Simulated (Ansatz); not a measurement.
The elements of this relaxed trial crystal are hidden behind letters.

```
lattice vectors (Å)
   8.2390    0.0000    0.0000
   0.0000    8.2390    0.0000
   0.0000    0.0000    5.5590
fractional positions
X 0.3138 0.9313 0.5000
X 0.6862 0.9313 0.0000
X 0.6862 0.0687 0.5000
X 0.9313 0.6862 0.0000
X 0.9313 0.3138 0.5000
X 0.3138 0.0687 0.0000
X 0.0687 0.3138 0.0000
X 0.0687 0.6862 0.5000
Z 0.5000 0.0000 0.5000
Z 0.2365 0.0000 0.2500
Z 0.2365 0.0000 0.7500
Z 0.2658 0.7342 0.5000
Z 0.7635 0.0000 0.7500
Z 0.7635 0.0000 0.2500
Z 0.7342 0.7342 0.0000
Z 0.5000 0.0000 0.0000
Z 0.7342 0.2658 0.5000
Z 0.0000 0.5000 0.0000
Z 0.0000 0.7635 0.7500
Z 0.0000 0.7635 0.2500
Z 0.0000 0.2365 0.2500
Z 0.0000 0.2365 0.7500
Z 0.0000 0.5000 0.5000
Z 0.2658 0.2658 0.0000
```

These are results of Ansatz 0.2.0, DFT PBE, scalar-relativistic, plane waves, PAW, not measurements. Cutoff 420 eV, Γ-centred 4×4×4 mesh (24-atom cell), Gaussian smearing of 0.02 eV, no spin polarisation.

```
Space group                               : P4_2/mcm (No. 132)
Conventional cell                         : a = 8.239 Å, c = 5.559 Å
Volume per atom                           : 15.72 Å³
Density                                   : 2.12 g/cm³
Energy over the elements                  : −2.590 eV/atom
Gap on the 4×4×4 mesh of the 24-atom cell : 4.81 eV
```

Energies are uncorrected and count from the elements' standard states at the same level.

Problem. X is a p-block element of period 3 and Z is a p-block element of period 2. Which elements are they?

Solution. X = Si, Z = O, so the formula is SiO2. Density times volume gives a mean mass of 2.12 × 15.72/1.6605 = 20.1 u per atom, and this set has 20.0 u. Si is surrounded by 4 O at 1.63–1.67 Å; O on a site of symmetry 2/m has 2 Si at 1.63 Å; O on a site of symmetry 2 has 2 Si at 1.63 Å; 1 more site not described. Other sets within the hints have nearly the same mass, so mass alone doesn't settle it; this one was computed.

Kohn–Sham gaps at this level usually fall short of measured ones. A structure relaxed within its symmetry needn't be a true minimum.
